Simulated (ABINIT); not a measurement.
A run of ABINIT 10.8.3 (patched build):

run.abi

```
# Datasets
ndtset 4

# Pseudopotentials
pp_dirpath "./"
pseudos "In.upf, P.upf"

# Structure
acell 4.1443528445 4.1443528445 4.1443528445 Angstrom
rprim
     0.0000000000     0.7071067812     0.7071067812
     0.7071067812     0.0000000000     0.7071067812
     0.7071067812     0.7071067812     0.0000000000
ntypat 2
znucl 49 15
natom 2
typat 1 2
xred
            0.0            0.0            0.0
            3/4            3/4            3/4

# Plane-wave basis
ecut 31.0

# k points
kptopt 1
ngkpt 6 6 6
nshiftk 1
shiftk 0.0 0.0 0.0
istwfk *1

# Exchange and correlation
ixc -116133

# Bands and occupations
occopt 1

# SCF cycle
nstep 80
diemac 6.0

# Output
iomode 3
prteig 0
prtebands 0

# Dataset 1: ground state
nband1 9
tolvrs1 1.0e-12
prtden1 1
prtwf1 0

# Dataset 2: empty bands at fixed density
iscf2 -2
getden2 1
nband2 132
nbdbuf2 12
tolwfr2 1.0e-12
nstep2 120
prtden2 0

# Dataset 3: screening
optdriver3 3
getwfk3 2
nband3 120
ecuteps3 8.5
ecutwfn3 19.0
inclvkb3 2
ppmodel3 4
nfreqim3 0

# Dataset 4: self-energy
optdriver4 4
getwfk4 2
nband4 120
ecuteps4 8.5
ecutsigx4 31.0
ecutwfn4 31.0
symsigma4 1
getscr4 3
getden4 1
ppmodel4 4
gw_qprange4 2
```

Potentials or basis: PseudoDojo NC SR PBEsol v0.4.1 standard.

Run with:

```sh
$ mpirun --bind-to none -np 4 abinit run.abi > log 2>&1
```

Hardware: 4 MPI ranks on Intel(R) Xeon(R) Platinum 8488C (Sapphire Rapids) (shared host).

Problem. How long does it take, and how much memory?

Solution. It took 15 min on 4 MPI ranks on Intel(R) Xeon(R) Platinum 8488C (Sapphire Rapids), on a shared host, peak memory 1.9 GiB a rank. Counts: scf iterations 20, mpi ranks 4, k points 16, bands 132, plane waves 2822.
